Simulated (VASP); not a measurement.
# Pt: single point with r2SCAN

The system is Pt.

```
Pt
1.0
     4.48318    0.00000    0.00000
    -2.24159    3.88255    0.00000
     0.00000    0.00000    2.70173
Pt
3
Direct
  0.00000 0.00000 0.00000
  0.33333 0.66667 0.50000
  0.66667 0.33333 0.50000
```

The cell was built by a generator and needn't be a form met in nature.

```yaml
Program: VASP 6.6.1
Task: single point
Functional: r2SCAN
Potentials_or_basis: VASP PAW PBE potentials, release 64 (Pt)
Cutoff: 520 eV
k_mesh: 6 × 6 × 6
Occupations: gaussian, width 0.1 eV
Spin: no spin polarisation
```

```yaml
Pressure: 0.5 GPa
Band_gap_on_the_k_mesh: none (metal or under the smearing width)
```

Stress tensor (GPa, compression positive):
```
0.59 0.00 0.00
0.00 0.59 0.00
0.00 0.00 0.21
```

Levels at points of the mesh, in eV from the Fermi level:
```tsv
k point	band 13	band 14	band 15	band 16	band 17	band 18
(0.00, 0.00, 0.00)	-1.95	-1.95	0.37	0.37	5.45	6.57
(0.50, 0.00, 0.00)	-0.34	-0.31	-0.27	-0.20	0.27	0.41
(0.00, 0.00, 0.50)	-0.10	-0.10	1.33	2.43	2.89	8.44
(0.50, 0.00, 0.50)	-0.40	0.15	0.84	2.31	2.93	5.85
```

It took 43 s on 1 thread of Intel(R) Xeon(R) 6975P-C (Granite Rapids), with other jobs on the host, peak memory 0.18 GiB.

Caveat: the k mesh is coarse (spacing up to 0.39 Å⁻¹), so the values aren't converged; the PAW data sets were made with another functional, which shifts forces and pressure a little. The run has no spin-orbit coupling, so splittings on Pt are missing.
